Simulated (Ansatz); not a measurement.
## NaF (Villiaumite) in Ansatz: the effect of functional

The system is NaF (Villiaumite).

```
Na F
1.0
     0.00000    2.32000    2.32000
     2.32000    0.00000    2.32000
     2.32000    2.32000    0.00000
Na F
1 1
Direct
  0.00000 0.00000 0.00000
  0.50000 0.50000 0.50000
```

Alike in all runs:

| Property | Result |
| --- | --- |
| Program | Ansatz 0.2.0 |
| Task | single point |
| Potentials or basis | all-electron PAW datasets made for the crystal |
| k mesh | 8 × 8 × 8 |
| Occupations | fermi-dirac, width 0.05 eV |
| Spin | no spin polarisation |

```tsv
functional	cutoff	gap on the mesh (eV)	pressure (GPa)
PBEsol	280 eV (chosen from the basis error)	6.15	-0.3
HSE06	310 eV (chosen from the basis error)	?	?
PBE0	310 eV (chosen from the basis error)	9.22	-0.1
```

Task: What does the run with functional HSE06 give?

Result: gap on the mesh 8.45 eV; pressure -0.1 GPa.

